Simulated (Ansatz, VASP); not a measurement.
# One calculation of Rb, two programs

INCAR

```
SYSTEM = Rb
PREC = Accurate
ENCUT = 520
EDIFF = 1E-6
ISMEAR = -1
SIGMA = 0.05
LREAL = .FALSE.
LASPH = .TRUE.
NELM = 100
ALGO = Normal
ISIF = 2
LWAVE = .FALSE.
LCHARG = .FALSE.
GGA = PE
NBANDS = 10
```

KPOINTS

```
Automatic mesh
0
G
  7 7 7
  0 0 0
```

File POSCAR:

```
Rb
1.0
   -2.9145811306      2.9145811306      2.6939373577
    2.9145811306     -2.9145811306      2.6939373577
    2.9145811306      2.9145811306     -2.6939373577
Rb
1
Direct
    0.0000000000      0.0000000000      0.0000000000
```

The input input.yaml:

```yaml
crystal:
  lattice:
    - [-2.9145811306, 2.9145811306, 2.6939373577]
    - [2.9145811306, -2.9145811306, 2.6939373577]
    - [2.9145811306, 2.9145811306, -2.6939373577]
  atoms:
    - { symbol: Rb, position: [0.0, 0.0, 0.0] }
kpoints:
  mp_grid: { grid: [7, 7, 7] }
scf:
  occupations: { method: fermi_dirac, width: 0.05 }
hamiltonian:
  xc: pbe
  pseudopotentials: { kind: all_electron, lapw: { basis_error: 0.0005 } }
output:
  forces: true
  stress: true
  eigenvalues: true
```

Change from the starting cell: volume scaled by 0.96.

Alike in both runs: task single point; functional PBE; k mesh 7 × 7 × 7; occupations fermi-dirac, width 0.05 eV; no spin polarisation.

|  | VASP | Ansatz |
| --- | --- | --- |
| version | VASP 6.6.1 | Ansatz 0.2.0 |
| potentials or method | VASP PAW PBE potentials, release 64 (Rb_sv) | all-electron LAPW, scalar-relativistic |
| plane-wave cutoff (eV) | 520 | see its input |

```csv
,VASP,Ansatz,Ansatz less VASP
gap on the k mesh at the Fermi level (eV),none,none,-
pressure (GPa),0.0,0.0,0.00
```

A gap of «none» marks a metal or a gap that the smearing closes. Ansatz ran all-electron here, so the differences hold the error of VASP's frozen core and of both bases.
